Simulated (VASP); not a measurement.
Pt: relaxation of cell and atoms with optB88-vdW

The system is Pt.

```
CELL_PARAMETERS angstrom
0.00000 1.96090 1.96090
1.96090 0.00000 1.96090
1.96090 1.96090 0.00000
ATOMIC_POSITIONS crystal
Pt 0.00000 0.00000 0.00000
```

- Program: VASP 6.6.1
- Task: relaxation of cell and atoms
- Functional: optB88-vdW
- Potentials or basis: VASP PAW PBE potentials, release 64 (Pt)
- Cutoff: 600 eV
- k mesh: 12 × 12 × 12
- Occupations: fermi-dirac, width 0.05 eV
- Spin: no spin polarisation
- Further INCAR settings: ALGO = Normal; EDIFF = 1e-07; IBRION = 2; EDIFFG = -0.01; NSW = 60; ISIF = 3

```json
{
 "Relaxed volume": "15.77 Å³/atom",
 "Relaxed cell": "a = 2.815 Å, b = 2.815 Å, c = 2.815 Å, α = 60.00°, β = 60.00°, γ = 60.00°",
 "Space group after relaxing (to 0.05 Å)": "Fm-3m (No. 225)",
 "Energy gained by relaxing": "25.5 meV/atom",
 "Ionic steps": "4",
 "Pressure after relaxing": "-0.1 GPa",
 "Band gap on the k mesh": "none (metal or under the smearing width)"
}
```

The path:
```tsv
step	energy change (eV)	largest force (eV/Å)	pressure (GPa)	volume (Å³)
1	0.0000	0.0000	12.46	15.08
2	0.1268	0.0000	-21.21	17.79
3	-0.0254	0.0000	-0.57	15.81
4	-0.0255	0.0000	-0.05	15.77
```

Final structure:
```cif
data_structure
_symmetry_space_group_name_H-M 'P 1'
_symmetry_Int_Tables_number 1
_cell_length_a 2.8149
_cell_length_b 2.8149
_cell_length_c 2.8149
_cell_angle_alpha 60.000
_cell_angle_beta 60.000
_cell_angle_gamma 60.000
_cell_volume 15.77
loop_
_atom_site_label
_atom_site_type_symbol
_atom_site_fract_x
_atom_site_fract_y
_atom_site_fract_z
_atom_site_occupancy
Pt1 Pt 0.00000 0.00000 0.00000 1
```

Levels at points of the mesh, in eV from the Fermi level:
```
           k point  band 2  band 3  band 4  band 5  band 6  band 7  band 8  band 9
(0.00, 0.00, 0.00)   -3.53   -3.53   -3.53   -1.54   -1.54   15.02   19.57   19.57
(0.50, 0.00, 0.00)   -3.58   -3.58   -0.15    0.02    0.02    5.45   14.56   18.70
(0.50, 0.50, 0.00)   -6.13   -0.02    0.44    0.44    1.98    8.32   11.30   11.30
```

Run time: 98 s on 1 thread of Intel(R) Xeon(R) Platinum 8375C CPU @ 2.90GHz (Ice Lake) (shared host), peak memory 0.27 GiB.

Caveat: the PAW data sets were made with another functional, which shifts forces and pressure a little. The run has no spin-orbit coupling, so splittings on Pt are missing.
